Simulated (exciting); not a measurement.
Wanted: the native input for an exciting (release sodium) run.

```
Task                                     : single point
Functional                               : LDA
Potentials or basis                      : all-electron LAPW+lo, shipped species files, valence relativity iora*
rgkmax                                   : 9
k mesh                                   : 10 × 10 × 10
Occupations                              : gaussian, width 0.02 eV
Spin                                     : no spin polarisation
outputlevel                              : normal
gmaxvr (cutoff of density and potential) : 14 1/bohr
lmaxapw (and lmaxmat)                    : 10
lmaxvr                                   : 8
nempty                                   : 8
Valence relativity                       : iora*
epsengy                                  : 1e-05 Ha
epspot                                   : 1e-05 Ha
maxscl                                   : 60
Muffin-tin radii                         : Sb 2.3 bohr
```

Sb:

```
CELL_PARAMETERS angstrom
0.00000 2.37124 2.37124
2.37124 0.00000 2.37124
2.37124 2.37124 0.00000
ATOMIC_POSITIONS crystal
Sb 0.00000 0.00000 0.00000
```

This isn't the form of Sb at room conditions, which is rhombohedral.

These files were run (other wordings do the same):

input.xml

```xml
<input>
  <title>Sb</title>
  <structure speciespath="./" tshift="false">
    <crystal scale="1">
      <basevect>0.000000000000 4.480998940891 4.480998940891</basevect>
      <basevect>4.480998940891 0.000000000000 4.480998940891</basevect>
      <basevect>4.480998940891 4.480998940891 0.000000000000</basevect>
    </crystal>
    <species speciesfile="Sb.xml" rmt="2.3">
      <atom coord="0.000000000000 0.000000000000 0.000000000000"/>
    </species>
  </structure>
  <groundstate do="fromscratch" ngridk="10 10 10" rgkmax="9" gmaxvr="14" lmaxapw="10" lmaxmat="10" lmaxvr="8" xctype="LDA_PW" stype="Gaussian" swidth="0.00073499" nempty="8" ValenceRelativity="iora*" epsengy="1e-05" epspot="1e-05" maxscl="60" tforce="true" outputlevel="normal"/>
</input>
```

Potentials or basis: all-electron LAPW+lo, shipped species files, valence relativity iora*.

Run with:

```sh
$ OMP_NUM_THREADS=1 exciting_smp
```

It gave:

```json
{
 "Band gap on the k mesh": "none (metal or under the smearing width)",
 "All electrons inside the program's atomic spheres": "Sb 48.10 (radii Sb 2.3 bohr)"
}
```

Run time: 26 s on 1 thread of Arm Neoverse V1 (shared host), peak memory 0.1 GiB.
